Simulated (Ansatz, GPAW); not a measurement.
# TaN: programs and potentials compared

```
Ta N
1.0
     0.00000    2.21132    2.21132
     2.21132    0.00000    2.21132
     2.21132    2.21132    0.00000
Ta N
1 1
Direct
  0.50000 0.50000 0.50000
  0.00000 0.00000 0.00000
```

The cell comes from a database or a generator and needn't be the stable form of this composition.

Alike in all runs: task single point; functional RPBE; k mesh 10 × 10 × 10; occupations gaussian, width 0.02 eV; no spin polarisation; no spin-orbit coupling. A missing gap at this level doesn't show that the real crystal is a metal. Pressure is positive in compression and, in plane waves, holds the error of the finite cutoff, which Ansatz's Pulay term estimates and takes out.

```tsv
program and potentials	plane-wave cutoff (eV)	notes	band gap (eV)	pressure (GPa)
Ansatz, Ansatz PAW	420	potentials made for PBE, which Ansatz adapts in part; Pulay term of +0.44 GPa included	no gap	3.27
Ansatz, all-electron LAPW, scalar-relativistic	-	-	?	?
GPAW, the program's PAW data sets (release 1.2.1) made for this functional	800	-	no gap	3.96
```

Question: Estimate from the other rows what the run with Ansatz, all-electron LAPW, scalar-relativistic gave.

Answer: No band gap; pressure 3.44 GPa. The other rows, which needn't bracket it: pressure 3.27 to 3.96.
